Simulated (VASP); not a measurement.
I:

```
I
1.0
     3.63503   -2.39502    0.00000
     3.63503    2.39502    0.00000
     0.00000    0.00000    9.79344
I
4
Direct
  0.64930 0.35070 0.38440
  0.14930 0.85070 0.11560
  0.35070 0.64930 0.61560
  0.85070 0.14930 0.88440
```

| Property | Result |
| --- | --- |
| Program | VASP 6.6.1 |
| Task | single point |
| Functional | PBEsol |
| Potentials or basis | VASP PAW PBE potentials, release 64 (I) |
| Cutoff | 520 eV |
| k mesh | 7 × 7 × 3 |
| Occupations | fermi-dirac, width 0.05 eV |
| Spin | no spin polarisation |

On this cell: pressure 0.1 GPa; largest force 0.765 eV/Å; band gap on the k mesh 1.29 eV, indirect (least direct gap 1.37 eV).

The same run follows on a disturbed copy (atoms moved at random, drawn with an rms of 0.05 Å):

```
I
1.0
     3.63503   -2.39502    0.00000
     3.63503    2.39502    0.00000
     0.00000    0.00000    9.79344
I
4
Direct
  0.65349 0.34675 0.38295
  0.15234 0.84035 0.11361
  0.36674 0.64517 0.61547
  0.84626 0.15370 0.88219
```

Problem. What changes?

Solution. The energy moves by -3.1 meV/atom; pressure -0.1 GPa; largest force 0.825 eV/Å; band gap on the k mesh 1.25 eV, indirect (least direct gap 1.34 eV).

Forces in eV/Å, atoms in the order of the input:
```
I   -0.003 -0.397 -0.723
I    0.010 -0.144  0.485
I   -0.013  0.382  0.712
I    0.006  0.159 -0.474
```

Stress tensor (GPa, compression positive):
```
 0.02  0.01  0.02
 0.01 -0.62  0.39
 0.02  0.39  0.23
```

Caveats: the PAW data sets were made with another functional, which shifts forces and pressure a little; spin-orbit coupling is left out, which moves the levels of the heavy elements; an odd mesh through Γ misses points on the zone boundary, where band edges often lie.
